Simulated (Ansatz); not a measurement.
# C: ideal shear of a crystal plane

The calculation used DFT r2SCAN, scalar-relativistic, plane waves, PAW in Ansatz 0.2.0. The runs took a 500 eV cutoff, a Γ-centred 10×10×2 mesh and Gaussian smearing (0.05 eV). No spin polarisation. Energies are free energies at this smearing, counted from the undisturbed cell; pressure is positive in compression.

The undisturbed cell (relaxed at this level):

```
C
1.0
    -2.50984    0.00000    0.00000
    -1.25492   -2.17358    0.00000
     0.00000    0.00000   16.56065
C
16
Direct
  0.00000 0.00000 0.67147
  0.00000 0.00000 0.17147
  0.00000 0.00000 0.92147
  0.00000 0.00000 0.42147
  0.00000 0.00000 0.82853
  0.00000 0.00000 0.32853
  0.00000 0.00000 0.07853
  0.00000 0.00000 0.57853
  0.33333 0.33333 0.70275
  0.33333 0.33333 0.20275
  0.66667 0.66667 0.95275
  0.66667 0.66667 0.45275
  0.33333 0.33333 0.79725
  0.33333 0.33333 0.29725
  0.66667 0.66667 0.04725
  0.66667 0.66667 0.54725
```

The cut lies on the cell's a–b face, a (0 0 1) plane (indices in the standard cell, whose axes needn't be the Cartesian ones shown) of area 5.46 Å², between layers 1.57 Å apart. Vector c is tilted by f times 1·a + 0·b (length 2.510 Å) with the atoms' Cartesian places fixed: one unrelaxed fault a cell. The traction is dγ/du, the slope of γ against the slip u in Å. Some rows repeat others by symmetry and weren't run.

| f | γ (mJ/m²) | traction (GPa) |
| --- | --- | --- |
| 0.0000 | 0 | 0.0 |
| 0.1000 | 729 | 58.1 |
| 0.2000 | 2898 | 113.7 |
| 0.3000 | 6317 | 154.8 |
| 0.4000 | 10333 | 154.8 |
| 0.5000 | 13017 | 0.0 |
| 0.6000 | 10333 | -154.8 |
| 0.7000 | 6317 | -154.8 |
| 0.8000 | 2898 | -113.7 |
| 0.9000 | 729 | -58.1 |

Question: Read off the first barrier and the stress needed to climb it, and compare with Frenkel's sinusoid.

Answer: The first sampled maximum lies at f = 0.500, a slip of 1.25 Å, with γ ≈ 13017 mJ/m², which stands in for the unstable fault energy γ_us, and the steepest sampled slope before it is 154.8 GPa. A sinusoid γ = γ_us sin²(πu/λ) with its maximum there has λ = 2.51 Å and a largest slope πγ_us/λ = 162.9 GPa (1 mJ/m² per Å = 0.01 GPa).

Question: Is there a metastable fault on this line?

Answer: Apart from points where γ returns to about zero, no local minimum shows among the samples, so at this sampling the line offers no fault for a dislocation to split on; a fault can still lie off the line.

The cut is rigid; relaxing the faces lowers these energies and usually the stresses.

The gap closes along the scan, which can put kinks into the curve.

Cost: 6 runs of about 3.3 core-minutes in all, on Oxide Virtual Turin-like Processor (Zen 5) (shared hosts).